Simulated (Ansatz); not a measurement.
Suppose Bi₂H₃ takes space group Cmmm (No. 65), with Bi on 2b and 2c; H on 4g and 2d.

Computed with DFT PBE, scalar-relativistic, plane waves, PAW (Ansatz 0.2.0). Cutoff 420 eV, Γ-centred mesh, Gaussian smearing, no spin polarisation.

The zero of energy is the elements' standard structures at the same level (H₂ as a molecule); no fitted shifts are applied.

Task: Which cell and coordinates does it relax to?

Result:

Space group Cmmm (No. 65). a = 5.101 Å, b = 5.371 Å, c = 6.521 Å, α = 90.00°, β = 90.00°, γ = 90.00°
```
atom  site  symmetry       x       y       z
  Bi    2b       mmm  0.5000  0.0000  0.0000
  Bi    2c       mmm  0.5000  0.0000  0.5000
   H    4g       2mm  0.9174  0.0000  0.0000
   H    2d       mmm  0.0000  0.0000  0.5000
```

Bi on its first site is surrounded by 2 H at 2.13 Å; Bi on its second site has 4 H at 2.55–2.69 Å; H on a site of symmetry 2mm is surrounded by 1 H at 0.84 Å and 1 Bi at 2.13 Å; around H on a site of symmetry mmm lie 4 Bi at 2.55–2.69 Å. Another local minimum with the same sites may exist.

Task: Where does its energy lie, and is it a metal?

Result: The energy over the elements is +0.55 eV/atom and the gap on the 10×10×6 mesh of the 5-atom cell is 0 eV (a metal). A positive value: parting into the elements would lower its energy.

The last run used Gaussian smearing of 0.10 eV. Spin–orbit coupling, which can matter for Bi, is left out. The cell is a metal run without spin; a magnetic state may lie lower. With hydrogen, zero-point motion can shift formation energies by some tens of meV/atom. A structure relaxed within its symmetry needn't be a true minimum.
